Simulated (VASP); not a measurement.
# Ba₃S₄, relaxation of the atoms: which settings are enough?

Ba₃S₄, slab, 7 atoms in the cell. PBE, relaxation of the atoms; PAW potentials S, Ba_sv (PBE set). VASP 6.6.1.

Wanted: energy within 1 meV/atom; two shortest distances of each atom within 0.01 Å.

POSCAR:
```
Ba3S4
1.0
    4.5166445648      0.0000000000      0.0000000000
   -2.2583222824      3.9115289330      0.0000000000
    0.0000000000      0.0000000000     26.0634745333
S Ba
4 3
Selective dynamics
Direct
    0.3333330000      0.6666670000      0.2877590000  F F F
    0.0000000000      0.0000000000      0.4292530000  F F F
    0.6635770000      0.3436260000      0.5717160000  T T T
    0.3380970000      0.6671700000      0.7136940000  T T T
    0.6666670000      0.3333330000      0.3585060000  F F F
    0.3428710000      0.6673700000      0.4992230000  T T T
   -0.0142720000     -0.0045550000      0.6415160000  T T T
```

The series start from Force threshold EDIFFG (eV/Å): -0.02; Electronic threshold EDIFF (eV): 1e-6; Relaxation method: conjugate gradient, POTIM 0.5; Mixing and least electronic steps: default. Each series keeps the choices made before it, and each single choice may use up half of a tolerance.

## Force threshold EDIFFG (eV/Å)

| Force threshold EDIFFG (eV/Å) | Energy less reference (meV/atom) | Two shortest distances of each atom, largest deviation (Å) | Time (s) |
|---|---|---|---|
| -0.1 | 0.1 | 0.017 | 177 |
| -0.05 | 0.0 | 0.008 | 173 |
| -0.03 | 0.0 | 0.006 | 179 |
| -0.02 | 0.0 | 0.006 | 204 |
| -0.01 | 0.0 | 0.004 | 200 |
| -0.005 | 0.0 | 0.000 | 268 |
| -0.002 (reference) | 0.0 | 0.000 | 289 |

## Electronic threshold EDIFF (eV)

| Electronic threshold EDIFF (eV) | Energy less reference (meV/atom) | Two shortest distances of each atom, largest deviation (Å) | Time (s) |
|---|---|---|---|
| 0.001 | 0.0 | 0.002 | 196 |
| 0.0001 | 0.0 | 0.002 | 140 |
| 1e-5 | 0.0 | 0.003 | 185 |
| 1e-6 | 0.0 | 0.002 | 200 |
| 1e-7 (reference) | 0.0 | 0.000 | 269 |

## Relaxation method

| Relaxation method | Energy less reference (meV/atom) | Two shortest distances of each atom, largest deviation (Å) | Time (s) |
|---|---|---|---|
| conjugate gradient, POTIM 0.5 | 0.0 | 0.000 | 196 |
| conjugate gradient, POTIM 0.2 | 0.0 | 0.002 | 222 |
| conjugate gradient, POTIM 1.0 | 0.0 | 0.003 | 162 |
| quasi-Newton, POTIM 0.5 | 0.0 | 0.002 | 158 |
| quasi-Newton, POTIM 0.3, 10 steps kept | 0.0 | 0.002 | 1061 |
| quasi-Newton, POTIM 0.5, at least 5 electronic steps | 0.0 | 0.002 | 166 |
| damped dynamics, POTIM 0.2, SMASS 0.4 | 0.0 | 0.001 | 200 |
| damped dynamics, POTIM 0.4, SMASS 0.8 | 0.0 | 0.001 | 182 |
| velocity quench, POTIM 0.1 | 0.0 | 0.001 | 106 |

## Mixing and least electronic steps

| Mixing and least electronic steps | Energy less reference (meV/atom) | Two shortest distances of each atom, largest deviation (Å) | Time (s) |
|---|---|---|---|
| default | 0.0 | 0.000 | 106 |
| MAXMIX 40 | 0.0 | 0.003 | 74 |
| NELMIN 4 | 0.0 | 0.000 | 107 |
| NELMIN 4, MAXMIX 40 | 0.0 | 0.002 | 94 |
| ALGO Fast | 0.0 | 0.002 | 89 |

## Question

The rows run from the loosest to the tightest (no order: relaxation method, mixing and least electronic steps). For each series: choose the loosest value from which every tighter one stays within half of the tolerance; where there is no order, keep the first row unless others stay within half of the tolerance and take at least 30 % less time, and then take the fastest.

## Answer

- Force threshold EDIFFG (eV/Å): -0.01
- Electronic threshold EDIFF (eV): 0.001
- Relaxation method: velocity quench, POTIM 0.1
- Mixing and least electronic steps: MAXMIX 40

## All choices together

| Input | Energy less reference (meV/atom) | Two shortest distances of each atom, largest deviation (Å) | Time (s) |
|---|---|---|---|
| program defaults (naive) | 0.0 | 0.005 | 118 |
| chosen settings | 0.0 | 0.004 | 74 |
| reference settings throughout | 0.0 | 0.000 | 341 |

The tolerance is met.

## The input

INCAR:
```
SYSTEM = Ba3S4
  ALGO = Normal
  EDIFF = 0.001
  EDIFFG = -0.01
  ENCUT = 300
  IBRION = 3
  ISIF = 2
  ISMEAR = 1
  KPAR = 8
  LASPH = .TRUE.
  LCHARG = .FALSE.
  LREAL = .FALSE.
  LWAVE = .FALSE.
  MAXMIX = 40
  NELM = 100
  NSW = 150
  POTIM = 0.1
  PREC = Normal
  SIGMA = 0.1
```

KPOINTS:
```
k-points
0
Gamma
  6 6 1
```

Commands:
```
cat potpaw_PBE.64/S/POTCAR potpaw_PBE.64/Ba_sv/POTCAR > POTCAR
mpirun -np 8 vasp_std > vasp.out
```

The naive input happens to agree within the tolerance here, in 118 s.

The chosen input took VASP 6.6.1 74 s on 8 cores (Intel Xeon Platinum 8559C (Emerald Rapids)), a shared host.

## An input that fails: ionic step far too long

VASP's message: internal error in: us.F  at line: 1398 internal ERROR SETYLM_AUG: -19 -8 17 17 -20 1 -9 If you are not a developer, you should not encounter this problem. Please submit a bug report.

Changes against the starting input:
```
- NELM = 100
- IBRION = 2
- NSW = 150
- POTIM = 0.5
+ NELM = 60
+ IBRION = 3
+ NSW = 30
+ POTIM = 5.0
+ SMASS = 0.4
```
